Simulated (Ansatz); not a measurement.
# SnO2 (1T monolayer type, one sheet): optical response by level, part 3 of 3

How does SnO2 (1T monolayer type, one sheet) absorb light if electrons and holes don't interact? The runs, in order: HSE06 for the gap; optics with PBE on 12×12×1; optics with r2SCAN on 12×12×1; optics with LDA on 12×12×1; optics with PBE and scissors to the HSE06 gap on 12×12×1.

Ansatz 0.2.0; plane waves, PAW; no local fields, no excitons; one sheet in a cell with vacuum, so ε is a mean over the cell's height; no spin-orbit coupling unless a run is so named. The steps go on from the part before.

**6. Optics, PBE + 1.56 eV scissors**

The scissors of 1.563 eV comes from the difference of HSE06 and PBE direct gaps in separate runs.

Input file input.yaml:

```yaml
crystal:
  lattice:
    - [3.1889330004, 0.0, 0.0]
    - [-1.5944665002, 2.7616969893, 0.0]
    - [0.0, 0.0, 28.5336526072]
  atoms:
    - { symbol: Sn, position: [0.0, 0.0, 0.3154170314] }
    - { symbol: O, position: [0.3333333333, 0.6666666667, 0.3501534352] }
    - { symbol: O, position: [0.6666666667, 0.3333333333, 0.2806806276] }
  periodic: [true, true, false]
kpoints:
  mp_grid: { grid: [12, 12, 1] }
hamiltonian:
  xc: pbe
scf:
  occupations: { method: fixed }
output:
  optics:
    e_range: [0, 16]
    de: 0.05
    sigma: 0.1
    bands: auto
    scissors: 1.563
```

The run is started by

```bash
$ ansatz run input.yaml --threads 4 --pin off --max-ram 5529MiB --backend cpu --events-out ev --progress --plain --runs-dir out
```

The log of the run:

```text
Warning: RAYON_NUM_THREADS=4 ignored (pool sized by the plan → 4); use --threads N
Engine: ansatz 0.2.0, aarch64-unknown-linux-gnu
Pseudopotentials: kind: paw
Pseudopotential: Sn, paw, valence charge 14, recommended cutoff 420 eV (normal), Sn.paw.azcp
Pseudopotential: O, paw, valence charge 6, recommended cutoff 420 eV (normal), O.paw.azcp
Functional definition: PBE
  parameter kappa = 0.804
  parameter beta = 0.06672455060314922
  exchange = pbe_x(kappa = kappa, mu = beta*pi^2/3)
  correlation = pbe_c(beta = beta)
Crystal: 3 atoms, lattice volume = 251.292 Å³
Basis set: ecut = 420 eV, 4955 PW (Γ)
Bands: 17, of which v1, the nominal top of the filled ones, is band 13 counted from 1 (12 counted from 0)
Symmetry: 12 space group operations
Space group: P-3m1 (ITA 164), of the structure as read, at distance tolerance 6.3e-5 Å
k-points: 19 of 144
Non-local potential: Sn, projectors of the file, l = 0: 2, l = 1: 2, l = 2: 2, l = 3: 2
Non-local potential: O, projectors of the file, l = 0: 2, l = 1: 2, l = 2: 1
PAW form: soft (Blöchl's): semilocal exchange-correlation on the pseudo side does not see the compensation charge
PAW one-centre angular grid: Sn, 590 points (default); XC on 64 Gauss nodes
PAW one-centre angular grid: O, 110 points (default); XC on 64 Gauss nodes
Initial density: superposition of atomic densities (neutral atoms: chi_scale 0, normalization atom), corrected by the library's trained network
Initial wavefunctions: pseudopotential atomic-orbital guess
Functional: x = pbe(κ = 0.804, μ = 0.2195149727645171), c = pbe(β = 0.06672455060314922)
SCF iter   1: F=—  HF=-7158.487289 eV  |F-HF|=—  |Δ(HF+E_count)|=         —  Δρ=1.22e-3  dr2=2.01e-3  ethr=1.77e-3  ⟨swp⟩=6.8  Hψ=1962  notcnv=0  defer=38
preconditioner: auto → none  [insulator: Δε(μ)=2.866 eV  Ē_g=19.429 eV  n_scr=16 (ndim 8)  ℏωp=11.9 eV  f_vac=0.823  ε∞_Penn≈1.4]
SCF iter   2: F=—  HF=-7158.487474 eV  |F-HF|=—  |Δ(HF+E_count)|=   1.85e-4  Δρ=6.52e-4  dr2=4.40e-4  ethr=7.72e-6  ⟨swp⟩=5.0  Hψ=1206  notcnv=0  defer=38
SCF iter   3: F=—  HF=-7158.487549 eV  |F-HF|=—  |Δ(HF+E_count)|=   7.51e-5  Δρ=2.70e-4  dr2=8.83e-5  ethr=1.69e-6  ⟨swp⟩=3.8  Hψ=758  notcnv=0  defer=38
SCF iter   4: F=—  HF=-7158.487645 eV  |F-HF|=—  |Δ(HF+E_count)|=   9.62e-5  Δρ=1.02e-4  dr2=1.11e-5  ethr=3.40e-7  ⟨swp⟩=2.9  Hψ=577  notcnv=0  defer=38
SCF iter   5: F=—  HF=-7158.487683 eV  |F-HF|=—  |Δ(HF+E_count)|=   3.78e-5  Δρ=2.48e-5  dr2=8.26e-7  ethr=4.27e-8  ⟨swp⟩=3.3  Hψ=697  notcnv=0  defer=38
SCF iter   6: F=—  HF=-7158.487687 eV  |F-HF|=—  |Δ(HF+E_count)|=   3.53e-6  Δρ=5.28e-6  dr2=4.77e-8  ethr=3.18e-9  ⟨swp⟩=3.3  Hψ=752  notcnv=0  defer=38
SCF iter   7: F=—  HF=-7158.487687 eV  |F-HF|=—  |Δ(HF+E_count)|=   7.96e-9  Δρ=1.57e-6  dr2=4.86e-9  ethr=1.84e-10  ⟨swp⟩=3.0  Hψ=732  notcnv=0  defer=38
SCF iter   8: F=—  HF=-7158.487687 eV  |F-HF|=—  |Δ(HF+E_count)|=   2.81e-9  Δρ=2.53e-7  dr2=1.13e-10  ethr=1.87e-11  ⟨swp⟩=2.9  Hψ=685  notcnv=0  defer=38
SCF iter   9: F=-7158.487687 eV  HF=-7158.487687 eV  |F-HF|=7.73e-11  |Δ(HF+E_count)|=  5.28e-11  Δρ=2.71e-8  dr2=2.54e-12  ethr=1.00e-12  ⟨swp⟩=18.4  Hψ=2904  notcnv=0
SCF 1 converged in 9 iterations: F = -7158.487687 eV  dr2 = 2.54e-12
NSCF: frozen V_eff on 19 k-points
Optics k sum: 0 of 19 k-points
[...]
NSCF: frozen V_eff on 1 k-points
NSCF: frozen V_eff on 1 k-points
NSCF: frozen V_eff on 1 k-points
output.optics: what the bands over the 107 summed would add to eps1, eps2 and the energy-loss function is held between a lower and an upper bound (5 Lanczos steps). eps1, eps2 and their loss function (loss_summed_bands) are given on every row as the summed bands alone make them. Along an axis, on a row where the two bounds hold the loss function to about 1 % of the greater of itself and 0.5 % of |1/eps|, its cell (loss_completed) is given, with the completed eps1 and eps2 that it is formed of (a cell that is left empty reads nan in the table and null in the record). The two bounds hold it so along every axis on all 321 rows up to 16.000 eV. The run works to bound the rows up to 28.129 eV and no higher ones: a peak of the loss function over that energy may be left empty with no warning. To have the run work for it, set output.optics.bands.spectra_wanted_up_to to a higher energy. perfect_screening_sum, loss_f_sum_n_eff and, beside carriers, perfect_screening_limit are those of loss_summed_bands: over the bounded function the two sums would run over rows that are not all bounded, and lack what the bands left out lay past the top of the energy grid. Bounded is said of the bands left out alone, which are those that the basis at basis.ecutwfc holds: it says nothing of that cutoff, of the k-point mesh, of what the sum inside its cells errs by (eps2_relative_error), of the factors of all_electron_strengths, nor of how far the SCF is converged. The bands left out are taken at the k-points, and what their mean over the points' cells stands off that by is in neither bound: the run's estimate of it, which the test of a row counts in, is 0.04 % of |eps| at the most among the values given; where the mean stood off by over 0.5 % the points' spread read 0.1 to 3 times that
SCF converged after 9 iterations
Free energy (F): -7158.487687 eV
Harris-Foulkes:  -7158.487687 eV  (|F-HF|=7.73e-11)
Internal energy: -7158.487687 eV  (E = F + TS)
E sigma→0 (E₀):  -7158.487687 eV
Fermi energy:    -8.292957 eV
--- Per-component energies (eV) ---
  E_band       = -503.785839
  E_kinetic    = 540.215885
  E_local      = -44305.068326  (includes V_loc(G=0)·N_el)
  E_nonlocal   = 66.725597
  E_hartree    = 21959.725623
  E_xc         = -527.549602
  E_vxc        = -281.930514  (∫ρ·V_xc dr)
  E_paw        = -4463.172805  (= ΣΔE_a)
  E_vpaw       = -443.184428  (= ΣTr[D̂ρ^β])
  E_aug_tail   = 0.004844  (compensation charges beyond the density's cutoff)
  E_ewald      = 19570.631098
  E_smearing   = -0.000000  (= −TS)
  E_closure    = -0.000000  (closes the sum)
  Σ components = -7158.487687   (vs F -7158.487687, Δ=0.00e0)
--- Band table (eV; the first three rows and the last of 19) ---
  k-point 0: bands = ["-28.1903", "-27.9105", "-27.9105", "-27.6793", "-27.6793", "-26.2246", "-24.4619", "-11.7584", "-9.5093", "-9.5093", "-9.0187", "-9.0187", "-8.9357", "-5.4199", "-2.3204", "-0.2201", "-0.2182"]
  k-point 1: bands = ["-28.1560", "-27.9744", "-27.8934", "-27.6985", "-27.6803", "-26.1811", "-24.3380", "-11.9069", "-9.8824", "-9.7060", "-9.2813", "-8.9260", "-8.6910", "-5.0593", "-2.0747", "-0.1074", "-0.0761"]
  k-point 2: bands = ["-28.1980", "-28.0172", "-27.8503", "-27.7301", "-27.6788", "-26.0419", "-24.0275", "-12.3854", "-10.6040", "-10.1030", "-9.4888", "-8.8050", "-8.5554", "-4.2384", "-1.5046", "0.1934", "0.3575"]
  k-point 18: bands = ["-28.4093", "-28.4093", "-27.7115", "-27.7115", "-27.6725", "-23.8115", "-23.8115", "-14.7548", "-11.9028", "-11.9028", "-10.9129", "-8.4356", "-8.4356", "-1.5982", "1.7589", "2.4242", "2.4242"]
```

Wall time 27 s (4 threads of Arm Neoverse V1, shared host); peak memory 1.1 GiB.

From the head of optics.tsv:

```
# eps_inf(xx yy zz) = 1.476615 1.476615 1.343470
# eps_inf_bands = all
# eps_inf_summed_bands(xx yy zz) = 1.464434 1.464434 1.329932
# eps_inf_completed(xx yy zz) = 1.476615 1.476615 1.343470
# eps2_relative_error = 0.0006
# eps_inf_relative_error = 0.0049
# f_sum_n_eff(xx yy zz) = 18.506737 18.506737 17.946551 of n_electrons = 26.000000
# n_bands = 107
# n_bands_set_by = photon_energy
# valid_up_to_ev = 35.925725
# least_direct_gap_ev = 3.515798e0 at k(fractional) = 0.000000 0.000000 0.000000, k_point = 0, channel = 0, bands = 12 13 (counted from 0)
```

The dielectric function from optics.tsv (yy equals xx), one row in 14 (narrow peaks fall between the rows):

```csv
E (eV),ε₂ xx,ε₂ zz,ε₁ xx,ε₁ zz
4.85,0.00,0.00,1.71,1.57
5.55,0.19,0.24,2.02,1.45
6.25,0.48,0.25,1.63,1.38
6.95,0.42,0.27,1.56,1.32
7.65,0.40,0.12,1.54,1.17
8.35,0.61,0.05,1.77,1.43
9.05,0.65,0.13,1.85,1.59
9.75,1.38,0.31,0.82,1.31
10.45,1.06,0.34,0.61,1.44
11.15,0.55,0.43,0.80,1.41
11.85,0.67,0.62,0.64,1.04
12.55,0.20,0.23,0.84,1.15
13.25,0.28,0.34,1.00,1.25
13.95,0.46,0.66,1.14,1.34
14.65,0.47,0.62,0.91,0.83
15.35,0.52,0.81,0.65,0.65
```

Tallest peaks of ε₂ (mean of the periodic axes): 1.9 at 9.60 eV, 1.2 at 10.35 eV, 0.7 at 15.15 eV.

**7. Comparison**

```
                 level     mesh  least direct gap on the mesh (eV)                        ε∞  tallest peak of ε₂  time
                   PBE  12×12×1                               3.52  1.56 (xx, yy), 1.40 (zz)      1.9 at 8.00 eV  30 s
                r2SCAN  12×12×1                               4.08  1.49 (xx, yy), 1.35 (zz)      1.8 at 8.80 eV  54 s
                   LDA  12×12×1                               3.42  1.59 (xx, yy), 1.41 (zz)      2.1 at 7.85 eV  29 s
PBE + 1.56 eV scissors  12×12×1                               5.08  1.48 (xx, yy), 1.34 (zz)      1.9 at 9.60 eV  27 s
```

**8. Results**

This closing draws on all 3 parts.

| quantity | value |
| --- | --- |
| ε∞, PBE | 1.56 (xx, yy), 1.40 (zz) |
| ε∞, r2SCAN | 1.49 (xx, yy), 1.35 (zz) |
| ε∞, LDA | 1.59 (xx, yy), 1.41 (zz) |
| ε∞, PBE + 1.56 eV scissors | 1.48 (xx, yy), 1.34 (zz) |
| tallest peak of ε₂, PBE | 1.9 at 8.00 eV |
| tallest peak of ε₂, r2SCAN | 1.8 at 8.80 eV |
| tallest peak of ε₂, LDA | 2.1 at 7.85 eV |
| tallest peak of ε₂, PBE + 1.56 eV scissors | 1.9 at 9.60 eV |
| HSE06 direct gap | 5.06 eV |

In words: PBE + 1.56 eV scissors has the widest direct gap (5.08 eV) and LDA the narrowest (3.42 eV); ε∞ is 1.48 and 1.59 (in the plane): a wider gap screens less. A sheet's ε refers to the whole height of the cell: in the plane ε − 1 falls as one over that height. Local fields and excitons are left out: both change ε∞, and without excitons the onset lacks its lines.
